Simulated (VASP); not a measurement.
# MoS2 (R3m) in VASP: notebook

Runs on MoS2. Level: PBE. Tasks: single point.

Everything below comes from runs of VASP 6.6.1. Logs are shortened: lines on timing, memory, paths and dates and some standing lists are left out, and cuts for length are marked.

**1. The structure**

Symmetry: R3m, No. 160, trigonal system. Conventional cell: a = 3.160 Å, b = 3.160 Å, c = 18.450 Å, α = 90.00°, β = 90.00°, γ = 120.00°. Mo (site symmetry 3m) has 6 S at 2.39 Å as nearest neighbours. S (site symmetry 3m) is surrounded by 3 Mo at 2.39 Å. S (site symmetry 3m) has 3 Mo at 2.39 Å as nearest neighbours.

Measurements of this composition are mostly on another form, of space group No. 194.

**2. Single point, PBE**

Contents of INCAR:

```
PREC     = Accurate       # precision mode
ENCUT    = 400            # plane-wave cutoff, eV
EDIFF    = 1E-5           # SCF threshold, eV
ISMEAR   = 0              # smearing method
SIGMA    = 0.05           # smearing width, eV
LREAL    = F              # projectors in reciprocal space
LASPH    = T              # aspherical terms in the spheres
NELM     = 100            # most SCF steps
ALGO     = Normal         # electronic algorithm
ISIF     = 2              # what is computed and relaxed
LWAVE    = F              # write WAVECAR
LCHARG   = F              # write CHGCAR
GGA      = PE             # functional
ADDGRID  = F
```

Contents of KPOINTS:

```
Automatic mesh
0
Gamma
  6 6 6
```

Contents of POSCAR:

```
MoS2
1.0
    1.5800000000      0.9122134253      6.1500000000
   -1.5800000000      0.9122134253      6.1500000000
    0.0000000000     -1.8244268506      6.1500000000
Mo S
1 2
Direct
    0.0000000000      0.0000000000      0.0000000000
    0.4170000000      0.4170000000      0.4170000000
    0.2500000000      0.2500000000      0.2500000000
```

Potentials or basis: VASP PAW PBE potentials, release 64 (Mo_sv, S).

Command:

```sh
> cat potpaw_PBE.64/Mo_sv/POTCAR potpaw_PBE.64/S/POTCAR > POTCAR
> mpirun -np 1 vasp_std > vasp.out
```

OUTCAR:

```text
PREC = Accurate
   ENCUT = 400
   EDIFF = 1E-5
   ISMEAR = 0
   LREAL = F
   LASPH = T
   NELM = 100
   ISIF = 2
   GGA = PE

 Found     32 irreducible k-points:

 Following reciprocal coordinates:
            Coordinates               Weight
  0.000000  0.000000  0.000000      1.000000
  0.166667  0.000000  0.000000      6.000000
  0.333333  0.000000  0.000000      6.000000
  0.500000  0.000000  0.000000      3.000000
  0.166667  0.166667  0.000000      6.000000
  0.333333  0.166667  0.000000     12.000000
   k-points           NKPTS =     32   k-points in BZ     NKDIM =     32   number of bands    NBANDS=     17
   number of dos      NEDOS =    301   number of ions     NIONS =      3
   total plane-waves  NPLWV =  74088
   dimension x,y,z NGX =    42 NGY =   42 NGZ =   42
   dimension x,y,z NGXF=    84 NGYF=   84 NGZF=   84
   ions per type =               1   2
   NGX,Y,Z   is equivalent  to a cutoff of  10.88, 10.88, 10.88 a.u.
   NGXF,Y,Z  is equivalent  to a cutoff of  21.77, 21.77, 21.77 a.u.
 SYSTEM =  unknown system
   PREC   = accura    normal or accurate (medium, high low for compatibility)
   ISTART =      0    job   : 0-new  1-cont  2-samecut
   ICHARG =      2    charge: 1-file 2-atom 10-const
   ISPIN  =      1    spin polarized calculation?
   LNONCOLLINEAR =      F non collinear calculations
   LSORBIT =      F    spin-orbit coupling
   LASPH  =      T    aspherical Exc in radial PAW
   ENCUT  =  400.0 eV  29.40 Ry    5.42 a.u.  10.46 10.46 10.46*2*pi/ulx,y,z
   NELM   =    100;   NELMIN=  2; NELMDL= -5     # of ELM steps
   EDIFF  = 0.1E-04   stopping-criterion for ELM
   LREAL  =      F    real-space projection
   EDIFFG = 0.1E-03   stopping-criterion for IOM
   NSW    =      0    number of steps for IOM
   IBRION =     -1    ionic relax: 0-MD 1-quasi-New 2-CG
   NFREE  =      0    steps in history (QN), initial steepest desc. (CG)
   ISIF   =      2    stress and relaxation
   ISYM   =      2    0-nonsym 1-usesym 2-fastsym
   POTIM  = 0.5000    time-step for ionic-motion
   TEBEG  =    0.0;   TEEND  =   0.0 temperature during run
   PSTRESS=    0.0 pullay stress
   NELECT =      26.0000    total number of electrons
   NUPDOWN=      -1.0000    fix difference up-down
   EMIN   =  10.00;   EMAX   =-10.00  energy-range for DOS
   EFERMI =   0.00;   METHOD = LEGACY
   ISMEAR =     0;   SIGMA  =   0.05  broadening in eV -4-tet -1-fermi 0-gaus
   EFERMI_NEDOS =   21; number of points for ismear=-14 and -15
   IALGO  =     38    algorithm
   IMIX   =      4    mixing-type and parameters
     AMIX     =   0.40;   BMIX     =  1.00
     AMIX_MAG =   1.60;   BMIX_MAG =  1.00
  volume/ion in A,a.u.               =      17.73       119.63
  Fermi-wavevector in a.u.,A,eV,Ry     =   1.289652  2.437089 22.629252  1.663203
  Thomas-Fermi vector in A             =   2.421532
   LORBIT       =      0    0 simple, 1 ext, 2 COOP (PROOUT), +10 PAW based schemes
   GGA     = PE    functional components
   LHFCALC =     F    Hartree Fock is set to
   AEXX    =    0.0000 exact exchange contribution
   IVDW    =     0    specifies the selected vdW correction
   LEPSILON=     F    determine dielectric tensor
   LRPA    =     F    only Hartree local field effects (RPA)
 non-spin polarized calculation
 Gauss-broadening in eV      SIGMA  =   0.05
  energy-cutoff  :      400.00
  volume of cell :       53.18
 maximum number of plane-waves:       976
 NGX is ok and might be reduce to    42
   NGX = 21   NGY = 21   NGZ = 21

 number of electron      25.9999993 magnetization

 Free energy of the ion-electron system (eV)
  ---------------------------------------------------
  ext. energy  EPLUGINS =         0.00000000
  ---------------------------------------------------
  free energy    TOTEN  =       -21.78582096 eV

  energy without entropy =      -21.78582096  energy(sigma->0) =      -21.78582096

 E-fermi :   8.0384     XC(G=0): -10.8262

 val. band max:        7.6565462599   @ k =   0.5000   0.5000   0.5000
 cond. band min:       8.5966704063   @ k =  -0.1667   0.5000   0.1667
 fundamental gap:      0.9401241464
 Fermi energy:         8.0384392865

 k-point     1 :       0.0000    0.0000    0.0000
  band No.  band energies     occupation
      1     -53.9032      2.00000
      2     -28.0750      2.00000
      3     -27.8435      2.00000
      4     -27.8435      2.00000
      5      -7.4610      2.00000
      6      -5.7412      2.00000
[... 9 lines left out ...]
     16      10.1048      0.00000
     17      10.1048      0.00000

 k-point     2 :       0.1667    0.0000    0.0000
  band No.  band energies     occupation
      1     -53.8928      2.00000
      2     -28.0542      2.00000
      3     -27.9473      2.00000
      4     -27.8670      2.00000
      5      -7.0428      2.00000
      6      -5.6155      2.00000
[... 9 lines left out ...]
     16       9.7715      0.00000
     17      10.2908      0.00000

 k-point     3 :       0.3333    0.0000    0.0000
  band No.  band energies     occupation
      1     -53.8719      2.00000
      2     -28.1506      2.00000
      3     -28.0125      2.00000
      4     -27.9139      2.00000
      5      -6.0608      2.00000
      6      -5.3259      2.00000
[... 9 lines left out ...]
     16      10.7620      0.00000
     17      10.9812      0.00000

 k-point     4 :       0.5000    0.0000    0.0000
  band No.  band energies     occupation
      1     -53.8614      2.00000
      2     -28.2498      2.00000
      3     -27.9916      2.00000
      4     -27.9373      2.00000
      5      -5.4396      2.00000
      6      -5.1623      2.00000
[... 9 lines left out ...]
     16      11.1459      0.00000
     17      11.1603      0.00000

 k-point     5 :       0.1667    0.1667    0.0000
  band No.  band energies     occupation
      1     -53.8928      2.00000
      2     -28.0541      2.00000
      3     -27.9472      2.00000
      4     -27.8670      2.00000
      5      -7.0259      2.00000
      6      -5.6446      2.00000
[... 9 lines left out ...]
     16       9.7867      0.00000
     17      10.3590      0.00000

 k-point     6 :       0.3333    0.1667    0.0000
  band No.  band energies     occupation
      1     -53.8771      2.00000
      2     -28.0813      2.00000
      3     -28.0230      2.00000
      4     -27.9218      2.00000
      5      -6.3056      2.00000
      6      -5.4394      2.00000
[... 9 lines left out ...]
     16       9.9513      0.00000
     17      11.2902      0.00000

 [... further k-points ...]

------------------------ aborting loop because EDIFF is reached ----------------------------------------

  FORCE on cell =-STRESS in cart. coord.  units (eV):
  Direction    XX          YY          ZZ          XY          YZ          ZX
  --------------------------------------------------------------------------------------
  -------------------------------------------------------------------------------------
  Total        1.3717338      1.3717338      2.1614151      0.0000000      0.0000000     -0.0000000
  in kB       41.3238242     41.3238242     65.1131721      0.0000000      0.0000000     -0.0000000
  external PRESSURE =      49.2536068 kB  Pullay stress =       0.0000000 kB

 VOLUME and BASIS-vectors are now :
 -----------------------------------------------------------------------------
  energy-cutoff  :      400.00
  volume of cell :       53.18
      direct lattice vectors                 reciprocal lattice vectors
     1.580000000  0.912213425  6.150000000     0.316455696  0.182705781  0.054200542
    -1.580000000  0.912213425  6.150000000    -0.316455696  0.182705781  0.054200542
     0.000000000 -1.824426851  6.150000000     0.000000000 -0.365411563  0.054200542

 POSITION                                       TOTAL-FORCE (eV/Angst)
 -----------------------------------------------------------------------------------
      0.00000      0.00000      0.00000         0.000000      0.000000      0.086276
      0.00000      0.00000      7.69365         0.000000      0.000000      0.428399
      0.00000      0.00000      4.61250         0.000000      0.000000     -0.514675
 -----------------------------------------------------------------------------------
    total drift:                                0.000000     -0.000000      0.000120

  FREE ENERGIE OF THE ION-ELECTRON SYSTEM (eV)
  ---------------------------------------------------
  free  energy   TOTEN  =       -21.7858209597 eV

  energy  without entropy=      -21.7858209597  energy(sigma->0) =      -21.78582096
```

OSZICAR:

```text
N       E                     dE             d eps       ncg     rms          rms(c)
DAV:   1     0.161557180104E+03    0.16156E+03   -0.12062E+04  1104   0.119E+03
DAV:   2    -0.177235214767E+02   -0.17928E+03   -0.17666E+03  1459   0.320E+02
DAV:   3    -0.231586599459E+02   -0.54351E+01   -0.54072E+01  1299   0.550E+01
DAV:   4    -0.232236554423E+02   -0.64995E-01   -0.64836E-01  1385   0.607E+00
DAV:   5    -0.232245200027E+02   -0.86456E-03   -0.86444E-03  1342   0.658E-01    0.252E+01
DAV:   6    -0.221411962323E+02    0.10833E+01   -0.11436E+01  1240   0.228E+01    0.957E+00
DAV:   7    -0.218806908764E+02    0.26051E+00   -0.41207E+00  1227   0.127E+01    0.591E+00
DAV:   8    -0.217855352195E+02    0.95156E-01   -0.53452E-01  1192   0.505E+00    0.193E+00
DAV:   9    -0.217870995253E+02   -0.15643E-02   -0.22877E-02  1335   0.104E+00    0.613E-01
DAV:  10    -0.217857808866E+02    0.13186E-02   -0.11161E-02  1140   0.771E-01    0.159E-01
DAV:  11    -0.217858061233E+02   -0.25237E-04   -0.37998E-04  1212   0.156E-01    0.615E-02
DAV:  12    -0.217857992486E+02    0.68747E-05   -0.21585E-04  1234   0.103E-01    0.493E-02
DAV:  13    -0.217858206385E+02   -0.21390E-04   -0.40938E-05  1090   0.415E-02    0.119E-02
DAV:  14    -0.217858209597E+02   -0.32114E-06   -0.37772E-06   544   0.129E-02
   1 F= -.21785821E+02 E0= -.21785821E+02  d E =-.603312E-29
```

It took 60 s on 1 thread of Intel Xeon Platinum 8488C (Sapphire Rapids), shared host; peak memory 0.24 GiB.

These settings aren't checked as converged: the numbers below hold their error.

Results:

```
Free energy            : -21.7858 eV
Pressure               : 4.9 GPa
Largest force          : 0.515 eV/Å
Band gap on the k mesh : 0.94 eV, indirect (least direct gap 1.71 eV)
```

**3. Single point, PBE**

Edit INCAR of step 2 so:

```diff
@@ -2,3 +2,3 @@
 ENCUT    = 400            # plane-wave cutoff, eV
-EDIFF    = 1E-5           # SCF threshold, eV
+EDIFF    = 1E-6           # SCF threshold, eV
 ISMEAR   = 0              # smearing method
```

KPOINTS is that of step 2.

POSCAR is that of step 2.

Potentials or basis: VASP PAW PBE potentials, release 64 (Mo_sv, S).

Command:

```sh
> cat potpaw_PBE.64/Mo_sv/POTCAR potpaw_PBE.64/S/POTCAR > POTCAR
> mpirun -np 1 vasp_std > vasp.out
```

Run time: 48 s. Hardware: 1 thread of Intel Xeon Platinum 8488C (Sapphire Rapids), shared host; peak memory 0.24 GiB.

These settings aren't checked as converged: the numbers below hold their error.

Results:

* Free energy: -21.7858 eV
* Pressure: 4.9 GPa
* Largest force: 0.515 eV/Å
* Band gap on the k mesh: 0.94 eV, indirect (least direct gap 1.71 eV)

**4. Single point, PBE**

Edit INCAR of step 3 so:

```diff
@@ -2,3 +2,3 @@
 ENCUT    = 400            # plane-wave cutoff, eV
-EDIFF    = 1E-6           # SCF threshold, eV
+EDIFF    = 1E-7           # SCF threshold, eV
 ISMEAR   = 0              # smearing method
@@ -13,2 +13,2 @@
 GGA      = PE             # functional
-ADDGRID  = F
+ADDGRID  = T
```

KPOINTS is that of step 3.

POSCAR is that of step 3.

Command:

```sh
> cat potpaw_PBE.64/Mo_sv/POTCAR potpaw_PBE.64/S/POTCAR > POTCAR
> mpirun -np 1 vasp_std > vasp.out
```

Run time: 64 s. Hardware: 1 thread of Intel Xeon Platinum 8488C (Sapphire Rapids), shared host; peak memory 0.44 GiB.

The run converged, but some of its settings lie outside the range that counts as converged, so its numbers aren't taken as properties of the crystal.

What came out:

| Property | Result |
| --- | --- |
| Free energy | -21.7858 eV |
| Pressure | 4.9 GPa |
| Largest force | 0.515 eV/Å |
| Band gap on the k mesh | 0.94 eV, indirect (least direct gap 1.71 eV) |

**5. Single point, PBE**

Edit INCAR of step 4 so:

```diff
@@ -6,3 +6,3 @@
 LREAL    = F              # projectors in reciprocal space
-LASPH    = T              # aspherical terms in the spheres
+LASPH    = F              # aspherical terms in the spheres
 NELM     = 100            # most SCF steps
@@ -13,2 +13,2 @@
 GGA      = PE             # functional
-ADDGRID  = T
+ADDGRID  = F
```

KPOINTS is that of step 4.

POSCAR is that of step 4.

Potentials or basis: VASP PAW PBE potentials, release 64 (Mo_sv, S).

Command:

```sh
> cat potpaw_PBE.64/Mo_sv/POTCAR potpaw_PBE.64/S/POTCAR > POTCAR
> mpirun -np 1 vasp_std > vasp.out
```

OUTCAR:

```text
PREC = Accurate
   ENCUT = 400
   EDIFF = 1E-7
   ISMEAR = 0
   LREAL = F
   LASPH = F
   NELM = 100
   ISIF = 2
   GGA = PE

 Found     32 irreducible k-points:

 Following reciprocal coordinates:
            Coordinates               Weight
  0.000000  0.000000  0.000000      1.000000
  0.166667  0.000000  0.000000      6.000000
  0.333333  0.000000  0.000000      6.000000
  0.500000  0.000000  0.000000      3.000000
  0.166667  0.166667  0.000000      6.000000
[... 199 lines left out ...]

  FORCE on cell =-STRESS in cart. coord.  units (eV):
  Direction    XX          YY          ZZ          XY          YZ          ZX
  --------------------------------------------------------------------------------------
  -------------------------------------------------------------------------------------
  Total        1.3698635      1.3698635      2.1591117      0.0000000      0.0000000      0.0000000
  in kB       41.2674821     41.2674821     65.0437802      0.0000000      0.0000000      0.0000000
  external PRESSURE =      49.1929148 kB  Pullay stress =       0.0000000 kB

 VOLUME and BASIS-vectors are now :
 -----------------------------------------------------------------------------
  energy-cutoff  :      400.00
  volume of cell :       53.18
      direct lattice vectors                 reciprocal lattice vectors
     1.580000000  0.912213425  6.150000000     0.316455696  0.182705781  0.054200542
    -1.580000000  0.912213425  6.150000000    -0.316455696  0.182705781  0.054200542
     0.000000000 -1.824426851  6.150000000     0.000000000 -0.365411563  0.054200542

 POSITION                                       TOTAL-FORCE (eV/Angst)
 -----------------------------------------------------------------------------------
      0.00000      0.00000      0.00000         0.000000     -0.000000      0.086068
      0.00000      0.00000      7.69365         0.000000     -0.000000      0.428070
      0.00000      0.00000      4.61250         0.000000      0.000000     -0.514138
 -----------------------------------------------------------------------------------
    total drift:                               -0.000000     -0.000000      0.000081

  FREE ENERGIE OF THE ION-ELECTRON SYSTEM (eV)
  ---------------------------------------------------
  free  energy   TOTEN  =       -21.7797461283 eV

  energy  without entropy=      -21.7797461283  energy(sigma->0) =      -21.77974613
```

It took 56 s on 1 thread of Intel Xeon Platinum 8488C (Sapphire Rapids), shared host; peak memory 0.24 GiB.

These settings aren't checked as converged: the numbers below hold their error.

What came out:

```yaml
Free_energy: -21.7797 eV
Pressure: 4.9 GPa
Largest_force: 0.514 eV/Å
Band_gap_on_the_k_mesh: 0.94 eV, indirect (least direct gap 1.71 eV)
```

**6. For comparison**

An earlier run on the cell as given: functional PBE; potentials or basis VASP PAW PBE potentials, release 64 (Mo_sv, S); cutoff 520 eV; k mesh 10 × 10 × 10; occupations fermi-dirac, width 0.05 eV; no spin polarisation.

* Pressure: 5.2 GPa
* Largest force: 0.506 eV/Å
* Band gap on the k mesh: 0.97 eV, indirect (least direct gap 1.96 eV)
